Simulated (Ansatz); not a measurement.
# Hg, alpha-Hg (rhombohedral): geometry optimisation

The calculation used DFT, RPBE, plane waves (420 eV) with PAW, scalar-relativistic in Ansatz. (PAW data from PBE, frozen cores regenerated.)

k-point mesh 11×11×11, Fermi-Dirac smearing 0.1 eV, no spin polarisation. Cell and atoms relax.

Starting structure:

```
CELL_PARAMETERS angstrom
1.72900 0.99824 2.22800
-1.72900 0.99824 2.22800
0.00000 -1.99648 2.22800
ATOMIC_POSITIONS crystal
Hg 0.00000 0.00000 0.00000
```

**Question.** The pressure at the start is 9.1 GPa. By how much does the volume change?

**Answer.** From 23.07 to 101.43 Å³ per atom, 339.6 %. The final cell has a = 5.425 Å, c = 11.938 Å (c/a = 2.201).

**Question.** How much energy does the relaxation gain?

**Answer.** 405.6 meV per atom.

This functional, with no dispersion term, lets the cell expand far past the measured one.
